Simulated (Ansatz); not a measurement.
All numbers below come from DFT PBE, scalar-relativistic, plane waves, PAW (Ansatz). Settings: cutoff 420 eV, Γ-centred meshes spaced at most about 0.3 Å⁻¹, and about 0.25 Å⁻¹ or finer for metals (2π included), Gaussian smearing. No spin polarisation in the final relaxations.

Temperature and zero-point effects are left out.

Two forms of BN were relaxed alike.

1. Space group Fddd (No. 70), orthorhombic, a = 5.015 Å, b = 6.867 Å, c = 7.052 Å. B is surrounded by 4 N at 1.52–1.61 Å; N has 4 B at 1.52–1.61 Å.

2. Space group P-6m2 (No. 187), hexagonal, a = 6.400 Å, c = 2.510 Å. B on a site of symmetry mm2 is surrounded by 3 N at 1.45–1.48 Å; B on a site of symmetry -6m2 is surrounded by 3 N at 1.49 Å; N on a site of symmetry mm2 has 3 B at 1.45–1.49 Å; N on a site of symmetry -6m2 is surrounded by 3 B at 1.48 Å.

Problem. Which is lower in energy, and by how much?

Solution. Cell 2 is lower, by 42 meV/atom. Cell 1 has space group Fddd (No. 70), 7.6 Å³/atom and a gap of 5.14 eV on its mesh; cell 2 has space group P-6m2 (No. 187), 11.1 Å³/atom and no gap. Counting N atoms around B (those within 1.25 times the shortest such distance or 1.15 times the sum of covalent radii), cell 1 has B 4 and cell 2 has B 3. The lower one is the more open, so pressure narrows the difference. Both come from invented guesses. A third cell relaxed alike, in P2_1/m, lies 186 meV/atom below the lower of the two. The part of the Crystallography Open Database at hand lists BN in space groups No. 164, 186, 187, 191, 194 and others; sharing a group (P-6m2) doesn't make a cell the listed structure.

Kohn–Sham gaps at this level usually fall short of measured ones. Cells relaxed within their symmetry can be saddle points.

The small energy difference sets two compromised networks against each other and is no general measure of threefold against fourfold bonding in BN. In the Fddd cell every B–N contact is a σ bond, and the N lone pair is used up in the fourth one, which accounts for the wide gap. Its volume is large for tetrahedral BN, which suggests strained angles that cost it energy.

The missing gap in the hexagonal cell is the surprise, since threefold BN with only B–N bonds is normally a wide-gap insulator. The likely reason is geometric: atoms on the -6m2 sites have their three bonds in the plane normal to c, so their remaining p orbitals point at their own images 2.510 Å away. Such head-on overlap would broaden the filled N and empty B bands until they meet, whereas in layered BN these orbitals face each other across a much wider spacing. The metallic character therefore belongs to this linkage, not to threefold BN as such, and whether spin order would open a gap remains untested.
